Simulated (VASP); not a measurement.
# TePb (I4/mmm) in VASP: band structure with LDA

Aim: the band structure of TePb with LDA.

Everything below comes from runs of VASP 6.6.1. Logs are shortened: lines on timing, memory, paths and dates and some standing lists are left out, and cuts for length are marked.

## (1) The structure

Symmetry: I4/mmm, No. 139, tetragonal system. The conventional cell has a = 4.566 Å, b = 4.566 Å, c = 6.379 Å, α = 90.00°, β = 90.00°, γ = 90.00°. Around Te (site symmetry 4/mmm) lie 6 Pb at 3.19 to 3.23 Å. Around Pb (site symmetry 4/mmm) lie 6 Te at 3.19 to 3.23 Å.

The cell was built by a generator and isn't the measured one.

## (2) Band structure, LDA

INCAR

```
SYSTEM = TePb
PREC = Accurate ; ENCUT = 520
EDIFF = 1E-6 ; ISMEAR = 0
SIGMA = 0.02 ; LREAL = .False.
LASPH = .True. ; NELM = 60
ALGO = Normal ; ISIF = 2
LWAVE = .False. ; LCHARG = .False.
GGA = CA ; NBANDS = 28
```

KPOINTS

```
regular mesh
0
Gamma
  7 7 5
  0 0 0
```

POSCAR

```
TePb                                    
1.0
    4.5655833403      0.0000000000      0.0000000000
    0.0000000000      4.5655833403      0.0000000000
    0.0000000000      0.0000000000      6.3791609852
  Te              Pb            
     2     2
Direct
     0.0000000000000000    0.0000000000000000    0.0000000000000000
     0.5000000000000000    0.5000000000000000    0.5000000000000000
     0.5000000000000000    0.5000000000000000    0.0000000000000000
     0.0000000000000000    0.0000000000000000    0.5000000000000000
```

KPOINTS_OPT

```
path GXMGZRAZ,XR,MA
10
line-mode
reciprocal
 0.0000000000  0.0000000000  0.0000000000  G
 0.0000000000  0.5000000000  0.0000000000  X

 0.0000000000  0.5000000000  0.0000000000  X
 0.5000000000  0.5000000000  0.0000000000  M

 0.5000000000  0.5000000000  0.0000000000  M
 0.0000000000  0.0000000000  0.0000000000  G

 0.0000000000  0.0000000000  0.0000000000  G
 0.0000000000  0.0000000000  0.5000000000  Z

 0.0000000000  0.0000000000  0.5000000000  Z
 0.0000000000  0.5000000000  0.5000000000  R

 0.0000000000  0.5000000000  0.5000000000  R
 0.5000000000  0.5000000000  0.5000000000  A

 0.5000000000  0.5000000000  0.5000000000  A
 0.0000000000  0.0000000000  0.5000000000  Z

 0.0000000000  0.5000000000  0.0000000000  X
 0.0000000000  0.5000000000  0.5000000000  R

 0.5000000000  0.5000000000  0.0000000000  M
 0.5000000000  0.5000000000  0.5000000000  A
```

Potentials or basis: VASP PAW LDA potentials, release 64 (Te, Pb_d).

On the command line:

```console
> cat potpaw_LDA.64/Te/POTCAR potpaw_LDA.64/Pb_d/POTCAR > POTCAR
> mpirun -np 1 vasp_std > vasp.out
```

OUTCAR:

```text
SYSTEM = TePb
   PREC = Accurate
   ENCUT = 520
   EDIFF = 1E-6
   ISMEAR = 0
   LREAL = .False.
   LASPH = .True.
   NELM = 60
   ISIF = 2
   GGA = CA

 ion  position               nearest neighbor table
   1  0.000  0.000  0.000-   4 3.19   4 3.19   3 3.23   3 3.23   3 3.23   3 3.23
   2  0.500  0.500  0.500-   3 3.19   3 3.19   4 3.23   4 3.23   4 3.23   4 3.23
   3  0.500  0.500  0.000-   2 3.19   2 3.19   1 3.23   1 3.23   1 3.23   1 3.23
   4  0.000  0.000  0.500-   1 3.19   1 3.19   2 3.23   2 3.23   2 3.23   2 3.23

  LATTYP: Found a simple tetragonal cell.
 ALAT       =     4.5655833403
 C/A-ratio  =     1.3972280232

  Lattice vectors:

 A1 = (   4.5655833403,   0.0000000000,   0.0000000000)
 A2 = (   0.0000000000,   4.5655833403,   0.0000000000)
 A3 = (   0.0000000000,   0.0000000000,   6.3791609852)

Analysis of symmetry for initial positions (statically):
=====================================================================
 Subroutine PRICEL returns following result:

  LATTYP: Found a body centered tetragonal cell.
 ALAT       =     4.5655833403
 C/A-ratio  =     1.3972280232

  Lattice vectors:

 A1 = (  -2.2827916701,  -2.2827916701,  -3.1895804926)
 A2 = (   2.2827916701,   2.2827916701,  -3.1895804926)
 A3 = (   2.2827916701,  -2.2827916701,   3.1895804926)

   2 primitive cells build up your supercell.

 Routine SETGRP: Setting up the symmetry group for a
 simple tetragonal supercell.

 Subroutine GETGRP returns: Found 16 space group operations
 (whereof 16 operations were pure point group operations)
 out of a pool of 16 trial point group operations.

The static configuration has the point symmetry D_4h.

Analysis of symmetry for dynamics (positions and initial velocities):
=====================================================================
 Subroutine PRICEL returns following result:

  LATTYP: Found a body centered tetragonal cell.
 ALAT       =     4.5655833403
 C/A-ratio  =     1.3972280232

  Lattice vectors:

 A1 = (  -2.2827916701,  -2.2827916701,  -3.1895804926)
 A2 = (   2.2827916701,   2.2827916701,  -3.1895804926)
 A3 = (   2.2827916701,  -2.2827916701,   3.1895804926)

   2 primitive cells build up your supercell.

 Routine SETGRP: Setting up the symmetry group for a
 simple tetragonal supercell.

 Subroutine GETGRP returns: Found 16 space group operations
 (whereof 16 operations were pure point group operations)
 out of a pool of 16 trial point group operations.

The dynamic configuration has the point symmetry D_4h.

 Subroutine INISYM returns: Found 16 space group operations
 (whereof 16 operations are pure point group operations),
 and found     2 'primitive' translations

----------------------------------------------------------------------------------------

                                     Primitive cell

  volume of cell :      66.4854

  direct lattice vectors                    reciprocal lattice vectors
    -2.282791670 -2.282791670 -3.189580493    -0.000000000 -0.219030062 -0.156760427
     2.282791670  2.282791670 -3.189580493     0.219030062  0.000000000 -0.156760427
     2.282791670 -2.282791670  3.189580493     0.219030062 -0.219030062  0.000000000

  length of vectors
     4.538248488  4.538248488  4.538248488     0.269347358  0.269347358  0.309755284

  position of ions in fractional coordinates (direct lattice)
     0.000000000  0.000000000  0.000000000
     0.500000000  0.500000000  0.000000000

  ion indices of the primitive-cell ions
   primitive index   ion index
                 1           1
                 2           4

----------------------------------------------------------------------------------------

 KPOINTS: regular mesh

Automatic generation of k-mesh.
 Grid dimensions read from file:
 generate k-points for:    7    7    5

 Generating k-lattice:

  Cartesian coordinates                     Fractional coordinates (reciprocal lattice)
     0.031290009  0.000000000  0.000000000     0.142857143  0.000000000  0.000000000
     0.000000000  0.031290009  0.000000000     0.000000000  0.142857143  0.000000000
     0.000000000  0.000000000  0.031352085     0.000000000  0.000000000  0.200000000

  Length of vectors
     0.031290009  0.031290009  0.031352085

  Shift w.r.t. Gamma in fractional coordinates (k-lattice)
     0.000000000  0.000000000  0.000000000

 Subroutine IBZKPT returns following result:
 ===========================================

 Found     30 irreducible k-points:

 Following reciprocal coordinates:
            Coordinates               Weight
  0.000000  0.000000  0.000000      1.000000
  0.142857  0.000000  0.000000      4.000000
  0.285714  0.000000  0.000000      4.000000
  0.428571  0.000000  0.000000      4.000000
  0.142857  0.142857  0.000000      4.000000
  0.285714  0.142857  0.000000      8.000000
[... 16 lines left out ...]
  0.285714  0.000000  0.400000      8.000000
  0.428571  0.000000  0.400000      8.000000
 [... further k-points ...]
   k-points           NKPTS =     30   k-points in BZ     NKDIM =     30   number of bands    NBANDS=     28
   number of dos      NEDOS =    301   number of ions     NIONS =      4
   total plane-waves  NPLWV =  62208
   dimension x,y,z NGX =    36 NGY =   36 NGZ =   48
   dimension x,y,z NGXF=    72 NGYF=   72 NGZF=   96
   ions per type =               2   2
   NGX,Y,Z   is equivalent  to a cutoff of  13.11, 13.11, 12.51 a.u.
   NGXF,Y,Z  is equivalent  to a cutoff of  26.22, 26.22, 25.02 a.u.
 SYSTEM =  TePb
   PREC   = accura    normal or accurate (medium, high low for compatibility)
   ISTART =      0    job   : 0-new  1-cont  2-samecut
   ICHARG =      2    charge: 1-file 2-atom 10-const
   ISPIN  =      1    spin polarized calculation?
   LNONCOLLINEAR =      F non collinear calculations
   LSORBIT =      F    spin-orbit coupling
   LASPH  =      T    aspherical Exc in radial PAW
   ENCUT  =  520.0 eV  38.22 Ry    6.18 a.u.   8.49  8.49 11.86*2*pi/ulx,y,z
   NELM   =     60;   NELMIN=  2; NELMDL= -5     # of ELM steps
   EDIFF  = 0.1E-05   stopping-criterion for ELM
   LREAL  =      F    real-space projection
[... 7 lines left out ...]
   TEBEG  =    0.0;   TEEND  =   0.0 temperature during run
   PSTRESS=    0.0 pullay stress
   NELECT =      40.0000    total number of electrons
   NUPDOWN=      -1.0000    fix difference up-down
   EMIN   =  10.00;   EMAX   =-10.00  energy-range for DOS
   EFERMI =   0.00;   METHOD = LEGACY
   ISMEAR =     0;   SIGMA  =   0.02  broadening in eV -4-tet -1-fermi 0-gaus
   EFERMI_NEDOS =   21; number of points for ismear=-14 and -15
   IALGO  =     38    algorithm
   IMIX   =      4    mixing-type and parameters
     AMIX     =   0.40;   BMIX     =  1.00
     AMIX_MAG =   1.60;   BMIX_MAG =  1.00
  volume/ion in A,a.u.               =      33.24       224.33
  Fermi-wavevector in a.u.,A,eV,Ry     =   1.096923  2.072884 16.371074  1.203240
  Thomas-Fermi vector in A             =   2.233274
   LORBIT       =      0    0 simple, 1 ext, 2 COOP (PROOUT), +10 PAW based schemes
   GGA     = CA    functional components
   LHFCALC =     F    Hartree Fock is set to
   AEXX    =    0.0000 exact exchange contribution
   IVDW    =     0    specifies the selected vdW correction
   LEPSILON=     F    determine dielectric tensor
   LRPA    =     F    only Hartree local field effects (RPA)
 non-spin polarized calculation
 Gauss-broadening in eV      SIGMA  =   0.02
  energy-cutoff  :      520.00
  volume of cell :      132.97
 maximum number of plane-waves:      3596
 NGX is ok and might be reduce to    36
   NGX = 17   NGY = 17   NGZ = 23

 number of electron      40.0000019 magnetization

 Free energy of the ion-electron system (eV)
  ---------------------------------------------------
  ext. energy  EPLUGINS =         0.00000000
  ---------------------------------------------------
  free energy    TOTEN  =       -17.53774592 eV

  energy without entropy =      -17.53774592  energy(sigma->0) =      -17.53774592

 E-fermi :   5.5873     XC(G=0):  -9.6382

 val. band max:        5.4490200876   @ k =   0.4286   0.0000   0.4000
 cond. band min:       6.4127295623   @ k =   0.4286   0.0000   0.4000
 fundamental gap:      0.9637094747
 Fermi energy:         5.5872735183

 k-point     1 :       0.0000    0.0000    0.0000
  band No.  band energies     occupation
      1     -11.1565      2.00000
      2     -11.0887      2.00000
      3     -11.0855      2.00000
      4     -11.0848      2.00000
      5     -11.0758      2.00000
      6     -11.0735      2.00000
[... 20 lines left out ...]
     27      11.3303      0.00000
     28      11.3341      0.00000

 k-point     2 :       0.1429    0.0000    0.0000
  band No.  band energies     occupation
      1     -11.1502      2.00000
      2     -11.0912      2.00000
      3     -11.0864      2.00000
      4     -11.0814      2.00000
      5     -11.0797      2.00000
      6     -11.0711      2.00000
[... 20 lines left out ...]
     27      11.1111      0.00000
     28      11.4460      0.00000

 k-point     3 :       0.2857    0.0000    0.0000
  band No.  band energies     occupation
      1     -11.1346      2.00000
      2     -11.0966      2.00000
      3     -11.0912      2.00000
      4     -11.0886      2.00000
      5     -11.0729      2.00000
      6     -11.0699      2.00000
[... 20 lines left out ...]
     27      11.3049      0.00000
     28      11.4371      0.00000

 k-point     4 :       0.4286    0.0000    0.0000
  band No.  band energies     occupation
      1     -11.1165      2.00000
      2     -11.1014      2.00000
      3     -11.0997      2.00000
      4     -11.0969      2.00000
      5     -11.0664      2.00000
      6     -11.0642      2.00000
[... 578 lines left out ...]
     27      10.0615      0.00000
     28      10.4807      0.00000

 k-point    23 :       0.2857    0.0000    0.4000
  band No.  band energies     occupation
      1     -11.1136      2.00000
      2     -11.1003      2.00000
      3     -11.0969      2.00000
      4     -11.0942      2.00000
      5     -11.0719      2.00000
      6     -11.0712      2.00000
[... 20 lines left out ...]
     27      11.3010      0.00000
     28      11.7318      0.00000

 k-point    24 :       0.4286    0.0000    0.4000
  band No.  band energies     occupation
      1     -11.1058      2.00000
      2     -11.1027      2.00000
      3     -11.1017      2.00000
      4     -11.1012      2.00000
      5     -11.0700      2.00000
      6     -11.0693      2.00000
[... 20 lines left out ...]
     27      13.0929      0.00000
     28      13.1995      0.00000

 [... further k-points ...]
[... 5 lines left out ...]
  --------------------------------------------------------------------------------------
  -------------------------------------------------------------------------------------
  Total       -1.2664936     -1.2664936     -0.0373157      0.0000000     -0.0000000      0.0000000
  in kB      -15.2601026    -15.2601026     -0.4496199      0.0000000     -0.0000000      0.0000000
  external PRESSURE =     -10.3232750 kB  Pullay stress =       0.0000000 kB

 VOLUME and BASIS-vectors are now :
 -----------------------------------------------------------------------------
  energy-cutoff  :      520.00
  volume of cell :      132.97
      direct lattice vectors                 reciprocal lattice vectors
     4.565583340  0.000000000  0.000000000     0.219030062  0.000000000  0.000000000
     0.000000000  4.565583340  0.000000000     0.000000000  0.219030062  0.000000000
     0.000000000  0.000000000  6.379160985     0.000000000  0.000000000  0.156760427

 POSITION                                       TOTAL-FORCE (eV/Angst)
 -----------------------------------------------------------------------------------
      0.00000      0.00000      0.00000        -0.000000     -0.000000      0.000000
      2.28279      2.28279      3.18958        -0.000000     -0.000000     -0.000000
      2.28279      2.28279      0.00000         0.000000      0.000000      0.000000
      0.00000      0.00000      3.18958        -0.000000     -0.000000      0.000000
 -----------------------------------------------------------------------------------
    total drift:                                0.000000      0.000000      0.000000

  FREE ENERGIE OF THE ION-ELECTRON SYSTEM (eV)
  ---------------------------------------------------
  free  energy   TOTEN  =       -17.5377459202 eV

  energy  without entropy=      -17.5377459202  energy(sigma->0) =      -17.53774592
```

Wall time 4 min (1 thread of Intel Xeon Platinum 8488C (Sapphire Rapids), shared host); peak memory 0.31 GiB.

What came out:

| Property | Result |
| --- | --- |
| Free energy | -17.5377 eV |
| Pressure | -1.0 GPa |
| Band gap along the path | 0.60 eV |

Stress tensor (GPa, compression positive):
```
-1.53  0.00  0.00
 0.00 -1.53  0.00
 0.00  0.00 -0.04
```

Levels at the corners of the path, in eV from the valence-band top:
```csv
point,band 16,band 17,band 18,band 19,band 20,band 21,band 22,band 23,band 24,band 25
Γ,-2.92,-2.92,-1.49,-1.37,-1.37,3.16,3.91,3.91,4.19,5.40
X,-3.24,-1.16,-1.16,-0.74,-0.74,1.61,1.61,1.71,1.71,4.72
X,-3.24,-1.16,-1.16,-0.74,-0.74,1.61,1.61,1.71,1.71,4.72
M,-4.63,-2.95,-2.95,-2.82,-2.82,3.20,3.20,5.30,5.30,5.61
M,-4.63,-2.95,-2.95,-2.82,-2.82,3.20,3.20,5.30,5.30,5.61
Γ,-2.92,-2.92,-1.49,-1.37,-1.37,3.16,3.91,3.91,4.19,5.40
Γ,-2.92,-2.92,-1.49,-1.37,-1.37,3.16,3.91,3.91,4.19,5.40
Z,-2.23,-2.23,-2.23,-1.38,-1.38,2.56,2.56,3.95,3.95,4.36
Z,-2.23,-2.23,-2.23,-1.38,-1.38,2.56,2.56,3.95,3.95,4.36
R,-0.94,-0.91,-0.91,0.00,0.00,0.60,0.60,1.14,1.14,1.19
R,-0.94,-0.91,-0.91,0.00,0.00,0.60,0.60,1.14,1.14,1.19
A,-3.88,-3.88,-3.88,-0.31,-0.31,1.61,1.61,5.14,5.14,5.14
A,-3.88,-3.88,-3.88,-0.31,-0.31,1.61,1.61,5.14,5.14,5.14
Z,-2.23,-2.23,-2.23,-1.38,-1.38,2.56,2.56,3.95,3.95,4.36
X,-3.24,-1.16,-1.16,-0.74,-0.74,1.61,1.61,1.71,1.71,4.72
R,-0.94,-0.91,-0.91,0.00,0.00,0.60,0.60,1.14,1.14,1.19
M,-4.63,-2.95,-2.95,-2.82,-2.82,3.20,3.20,5.30,5.30,5.61
A,-3.88,-3.88,-3.88,-0.31,-0.31,1.61,1.61,5.14,5.14,5.14
```

Caveat: spin-orbit coupling is left out, which moves the levels of the heavy elements.
